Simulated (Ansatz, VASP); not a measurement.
## One calculation of WC (Qusongite), two programs

```xyz
2
Lattice="2.9065 0.0000 0.0000 -1.4532 2.5171 0.0000 0.0000 0.0000 2.8366" Properties=species:S:1:pos:R:3 pbc="T T T"
W     0.0000    0.0000    0.0000
C     1.4533    0.8390    1.4183
```

Alike in both runs: task single point; functional PBE; k mesh 9 × 9 × 6; occupations gaussian, width 0.1 eV; no spin polarisation.

```csv
,VASP,Ansatz
version,VASP 6.6.1,Ansatz 0.2.0
potentials or method,"VASP PAW PBE potentials, release 64 (W_sv, C)","scalar-relativistic, plane waves, PAW"
plane-wave cutoff (eV),520,420
valence electrons in the cell,18,18
```

```tsv
	VASP	Ansatz	Ansatz less VASP
gap on the k mesh at the Fermi level (eV)	none	none	-
pressure (GPa)	6.9	5.8	-1.12
largest component of the traceless stress (GPa)	0.98	1.20	+0.217
```

A gap of «none» marks a metal or a gap that the smearing closes.

Caveats: the k mesh is coarse (spacing up to 0.37 Å⁻¹), so the values aren't converged. Spin-orbit coupling is left out, which matters for the levels of W.
